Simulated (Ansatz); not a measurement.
input.yaml (Ansatz)

```yaml
crystal:
  lattice:
    - [0.0, 2.0385974816, 2.0385974816]
    - [2.0385974816, 0.0, 2.0385974816]
    - [2.0385974816, 2.0385974816, 0.0]
  atoms:
    - { symbol: B, position: [0.125, 0.125, 0.125] }
    - { symbol: B, position: [0.875, 0.875, 0.875] }
hamiltonian:
  xc: rpbe
  pseudopotentials:
    kind: paw
    azcp:
      B: "pseudopotentials/B.paw.azcp"
basis:
  ecutwfc: 420
  fft_grid_basis: typed
kpoints:
  mp_grid: { grid: [22, 22, 22], shift: [0, 0, 0] }
magnetization:
  spin_polarized: false
scf:
  occupations: { method: fermi_dirac, width: 0.1 }
```

Output

```
Engine: ansatz 0.2.0, x86_64-unknown-linux-gnu
Pseudopotentials: kind: paw
Pseudopotential: B, paw, valence charge 3, recommended cutoff 420 eV (normal) 
Functional definition: RPBE
  parameter kappa = 0.804
  parameter beta = 0.06672455060314922
  exchange = rpbe_x(kappa = kappa, mu = beta*pi^2/3)
  correlation = pbe_c(beta = beta)
Crystal: 2 atoms, lattice volume = 16.944 Å³
Basis set: ecut = 420 eV, 331 PW (Γ)
Bands: 7, of which v1, the nominal top of the filled ones, is band 3 counted from 1 (2 counted from 0)
Symmetry: 48 space group operations
Space group: Fd-3m (ITA 227), of the structure as read, at distance tolerance 2.6e-5 Å
k-points: 328 of 10648
Non-local potential: B, projectors of the file, l = 0: 2, l = 1: 2, l = 2: 1
PAW form: soft (Blöchl's): semilocal exchange-correlation on the pseudo side does not see the compensation charge
PAW frozen core: B, regenerated for the run's functional, and the local potential with it (the file was generated under x = pbe(κ = 0.804, μ = 0.2195149727645171), c = pbe(β = 0.06672455060314922))
PAW one-centre angular grid: B, 110 points (default); XC on 64 Gauss nodes
Initial density: superposition of atomic densities (neutral atoms: chi_scale 0, normalization atom), corrected by the library's trained network
Initial wavefunctions: pseudopotential atomic-orbital guess
Functional: x = rpbe, c = pbe(β = 0.06672455060314922)
SCF iter   1: F=—  HF=-312.176189 eV  |F-HF|=—  |Δ(HF+E_count)|=         —  Δρ=2.20e-3  dr2=2.69e-4  ethr=1.77e-3  ⟨swp⟩=4.7  Hψ=15661  notcnv=0
SCF iter   2: F=—  HF=-312.176013 eV  |F-HF|=—  |Δ(HF+E_count)|=   1.76e-4  Δρ=1.07e-3  dr2=5.56e-5  ethr=4.48e-6  ⟨swp⟩=2.4  Hψ=5814  notcnv=0
SCF iter   3: F=—  HF=-312.176061 eV  |F-HF|=—  |Δ(HF+E_count)|=   4.79e-5  Δρ=6.09e-5  dr2=1.09e-7  ethr=9.26e-7  ⟨swp⟩=2.0  Hψ=3245  notcnv=0
iter 4 did not close the SCF: its close was put off for the readings that it lacked (scf_convergence_deferred on its scf_iter line)
SCF iter   4: F=-312.176062 eV  HF=-312.176062 eV  |F-HF|=1.88e-8  |Δ(HF+E_count)|=   4.81e-7  Δρ=1.11e-5  dr2=3.82e-9  ethr=1.81e-9  ⟨swp⟩=2.0  Hψ=3258  notcnv=0
iter 5 did not close the SCF: its close was put off for the readings that it lacked (scf_convergence_deferred on its scf_iter line)
SCF iter   5: F=-312.176062 eV  HF=-312.176062 eV  |F-HF|=4.18e-11  |Δ(HF+E_count)|=   2.07e-8  Δρ=3.31e-7  dr2=8.15e-12  ethr=6.36e-11  ⟨swp⟩=2.0  Hψ=3286  notcnv=0
SCF iter   6: F=-312.176062 eV  HF=-312.176062 eV  |F-HF|=3.98e-13  |Δ(HF+E_count)|=  4.74e-11  Δρ=3.65e-8  dr2=1.37e-13  ethr=1.00e-12  ⟨swp⟩=1.0  Hψ=6585  notcnv=0
SCF 1 converged in 6 iterations: F = -312.176062 eV  dr2 = 1.37e-13
SCF converged after 6 iterations
Free energy (F): -312.176062 eV
Harris-Foulkes:  -312.176062 eV  (|F-HF|=3.98e-13)
Internal energy: -312.147303 eV  (E = F + TS)
E sigma→0 (E₀):  -312.161683 eV
Entropy (-TS):   -0.028759 eV (-14.379 meV/atom)
Fermi energy:    6.425160 eV
--- Per-component energies (eV) ---
  E_band       = 10.554812
  E_kinetic    = 90.227227
  E_local      = -42.990615  (includes V_loc(G=0)·N_el)
  E_nonlocal   = 24.988770
  E_hartree    = 8.198973
  E_xc         = -62.046725
  E_vxc        = -73.286520  (∫ρ·V_xc dr)
  E_paw        = -159.280219  (= ΣΔE_a)
  E_vpaw       = -4.781993  (= ΣTr[D̂ρ^β])
  E_aug_tail   = -0.000003  (compensation charges beyond the density's cutoff)
  E_ewald      = -171.223561
  E_core_change = -0.021150  (= ΣΔE_core)
  E_smearing   = -0.028759  (= −TS)
  E_closure    = 0.000000  (closes the sum)
  Σ components = -312.176062   (vs F -312.176062, Δ=0.00e0)
```
